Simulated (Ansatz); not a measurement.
C: what a set of calculations says

Plane-wave DFT in Ansatz with scalar-relativistic PAW potentials. The crystal relaxes under PBE to P6/mmm with a = 2.466 Å, c = 8.521 Å, 22.45 Å³/atom. No spin polarisation. This form isn't the element's structure at ambient conditions.

```
CELL_PARAMETERS angstrom
2.46635 0.00000 0.00000
-1.23318 2.13592 0.00000
0.00000 0.00000 8.52149
ATOMIC_POSITIONS crystal
C 0.33333 0.66667 0.00000
C 0.66667 0.33333 0.00000
```

Each line comes from a run of its own, at the level named and at that level's relaxed cell.

- Compression. PBE+D3(BJ): B0 = 30 GPa, B' = 12.4.
- Surfaces. PBEsol: (102) C 2.32 J/m², work function 5.48 eV; (101) C 2.52 J/m², work function 5.57 eV; (100) C 2.60 J/m², work function 5.61 eV.
- Under pressure. LDA: at 40 GPa the volume is 29.3 % of its rest value, relaxed within the start's symmetry (group found there: P6/mmm).

All values are for 0 K without zero-point motion.

The cell holds layers, and where no dispersion correction was added their binding is poorly described.